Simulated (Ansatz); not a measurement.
# Notes on Al₂ZnO₄

```yaml
crystal:
  lattice:
    - [0.00000, 4.03077, 4.03077]
    - [4.03077, 0.00000, 4.03077]
    - [4.03077, 4.03077, 0.00000]
  atoms:
    - { symbol: Zn, position: [0.12500, 0.12500, 0.12500] }
    - { symbol: Zn, position: [0.87500, 0.87500, 0.87500] }
    - { symbol: Al, position: [0.50000, 0.50000, 0.50000] }
    - { symbol: Al, position: [0.00000, 0.50000, 0.50000] }
    - { symbol: Al, position: [0.50000, 0.50000, 0.00000] }
    - { symbol: Al, position: [0.50000, 0.00000, 0.50000] }
    - { symbol: O, position: [0.26410, 0.26410, 0.26410] }
    - { symbol: O, position: [0.29230, 0.73590, 0.73590] }
    - { symbol: O, position: [0.26410, 0.26410, 0.70770] }
    - { symbol: O, position: [0.73590, 0.29230, 0.73590] }
    - { symbol: O, position: [0.70770, 0.26410, 0.26410] }
    - { symbol: O, position: [0.73590, 0.73590, 0.73590] }
    - { symbol: O, position: [0.26410, 0.70770, 0.26410] }
    - { symbol: O, position: [0.73590, 0.73590, 0.29230] }
```

Level: PBE, no spin polarisation; 420 eV; 6×6×6 Γ-centred mesh; tetrahedron occupations; Ansatz 0.2.0, fixed geometry.

**Forces.** The largest is on O7 (and as large on other atoms): 0.09 eV/Å, components (-0.05, -0.05, -0.05). It makes 120° with the line to a nearest neighbour, Al4 at 1.91 Å.
**Formation energy.** -2.59 eV an atom against the elements' usual phases (free molecules for gases, crystals otherwise, with no correction for O₂ or N₂), so it is bound against them; other compounds may still compete. Relaxing would lower it.
**Stress.** The pressure is 8.5 GPa (compression positive), so with the atoms held at these fractions the cell would first expand.
**Electronic structure.** The gap is 4.16 eV, direct at the points sampled.
**Charges.** Bader charges in e: Al +2.54, Zn +1.27, O -1.59. In the mean Al gives up most and O takes most.
**Contacts.** Zn–O at 1.94 Å: least valence density 0.63 e/Å³ and ELF 0.20 there. Al–O at 1.91 Å is left out, since its least density falls inside a PAW sphere. These are pseudo-fields; inside the PAW spheres they differ from the all-electron ones.

Origin: a database entry at a rescaled volume. Caveats: empty levels are not fully converged; forces and stress under tetrahedra may miss the slope of the energy.
